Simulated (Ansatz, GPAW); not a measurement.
Given: the input of a run of Ansatz 0.2.0 on Fe. 

input.yaml

```yaml
crystal:
  lattice:
    - [-1.443, 1.443, 1.443]
    - [1.443, -1.443, 1.443]
    - [1.443, 1.443, -1.443]
  atoms:
    - { symbol: Fe, position: [0.0, 0.0, 0.0], spin: 3.0 }
hamiltonian:
  xc: pbe
  pseudopotentials: { kind: paw }
magnetization:
  spin_polarized: true
kpoints:
  mp_grid: { grid: [13, 13, 13] }
scf:
  occupations: { method: gaussian, width: 0.011 }
output:
  forces: true
  stress: true
  eigenvalues: true
```

Potentials or basis: Ansatz PAW.

Launch:

```console
$ ansatz run input.yaml --threads 2 --pin off --max-ram 5632MiB --backend cpu --events-out ev --progress --plain --runs-dir out
```

**Question.** Translate it to GPAW 26.7.0 (ASE script). Potentials or basis there: GPAW PAW data sets (gpaw-data 1.2.1), cutoff 600 eV.

**Answer.** As run (cutoffs and basis follow the program's own potentials, and thresholds, step limits or extra output files can differ):

File run.py:

```python
from ase.dft.bandgap import bandgap
from ase.io import read, write
from ase.units import GPa
from gpaw import GPAW, PW

atoms = read('POSCAR')
atoms.set_initial_magnetic_moments([3.0])

calc = GPAW(mode=PW(600),
            xc='PBE',
            kpts={'size': (13, 13, 13), 'gamma': True},
            occupations={'name': 'methfessel-paxton', 'order': 0, 'width': 0.011},
            nbands=12,
            convergence={'density': 1e-05, 'energy': 1e-05},
            maxiter=150,
            txt='gpaw.txt')
atoms.calc = calc
energy = atoms.get_potential_energy()
forces = atoms.get_forces()
stress = atoms.get_stress()
calc.write('gs.gpw')
write('result.traj', atoms)
print(f'Energy: {energy:.6f} eV')
print('Forces (eV/A):')
print(forces.round(4))
print('Stress (GPa):', (stress / GPa).round(3))
print('Moments:', calc.get_magnetic_moments().round(3))
print('Fermi level:', round(calc.get_fermi_level(), 4), 'eV')
print(f'Gap: {bandgap(calc)[0]:.4f} eV, direct: {bandgap(calc, direct=True)[0]:.4f} eV')
```

The input POSCAR:

```
Fe
1.0
   -1.4430000000      1.4430000000      1.4430000000
    1.4430000000     -1.4430000000      1.4430000000
    1.4430000000      1.4430000000     -1.4430000000
Fe
1
Direct
    0.0000000000      0.0000000000      0.0000000000
```

Potentials or basis: GPAW PAW data sets (gpaw-data 1.2.1), pw.

Command:

```console
$ OMP_NUM_THREADS=1 python run.py
```

Both were run:

|  | Ansatz | GPAW |
| --- | --- | --- |
| Pressure | -9.7 GPa | -8.1 GPa |
| Net moment | 2.24 μB per cell | 2.25 μB per cell |

Ansatz's pressure holds a Pulay term of +0.09 GPa for its cutoff of 420 eV, which the other run lacks.

The potentials hold 16 and 8 valence electrons a cell.

Where Ansatz's input types no cutoff or centring, it takes its own default and a Γ-centred mesh.

The magnetic state is the one that the start led to; the real crystal's order can differ.

Pressure is positive in compression.
